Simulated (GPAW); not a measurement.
Write an ASE script for GPAW 26.7.0 that does the following.

| Property | Result |
| --- | --- |
| Task | single point |
| Functional | LDA |
| Potentials or basis | the program's PAW data sets (release 1.2.1) made for this functional |
| Cutoff | 600 eV |
| Basis | pw |
| k mesh | 11 × 11 × 11 |
| Occupations | gaussian, width 0.05 eV |
| Spin | no spin polarisation |
| Maxiter | 150 |

The system is Ta.

```
Ta
1.0
    -1.65128    1.65128    1.65128
     1.65128   -1.65128    1.65128
     1.65128    1.65128   -1.65128
Ta
1
Direct
  0.00000 0.00000 0.00000
```

The input as run:

run.py

```python
from ase import Atoms
from ase.dft.bandgap import bandgap
from ase.io import write
from ase.units import GPa
from gpaw import GPAW, PW

atoms = Atoms(['Ta'],
              cell=[[-1.65128, 1.65128, 1.65128],
                    [1.65128, -1.65128, 1.65128],
                    [1.65128, 1.65128, -1.65128]],
              scaled_positions=[[0.0, 0.0, 0.0]],
              pbc=True)

calc = GPAW(mode=PW(600),
            xc='LDA',
            kpts={'size': (11, 11, 11), 'gamma': True},
            occupations={'name': 'methfessel-paxton', 'order': 0, 'width': 0.05},
            nbands=15,
            convergence={'density': 1e-05, 'energy': 1e-05},
            maxiter=150,
            txt='gpaw.txt')
atoms.calc = calc
energy = atoms.get_potential_energy()
forces = atoms.get_forces()
stress = atoms.get_stress()
calc.write('gs.gpw')
write('result.traj', atoms)
print(f'Energy: {energy:.6f} eV')
print('Forces (eV/A):')
print(forces.round(4))
print('Stress (GPa):', (stress / GPa).round(3))
print('Fermi level:', round(calc.get_fermi_level(), 4), 'eV')
print(f'Gap: {bandgap(calc)[0]:.4f} eV, direct: {bandgap(calc, direct=True)[0]:.4f} eV')
```

Potentials or basis: the program's PAW data sets (release 1.2.1) made for this functional, pw.

Launch:

```sh
$ OMP_NUM_THREADS=1 python run.py
```

It gave:

The pressure is -9.6 GPa and the band gap on the k mesh is none (metal or under the smearing width).

It took 12 s on 1 thread of Arm Neoverse V1, on a shared host, peak memory 0.14 GiB.
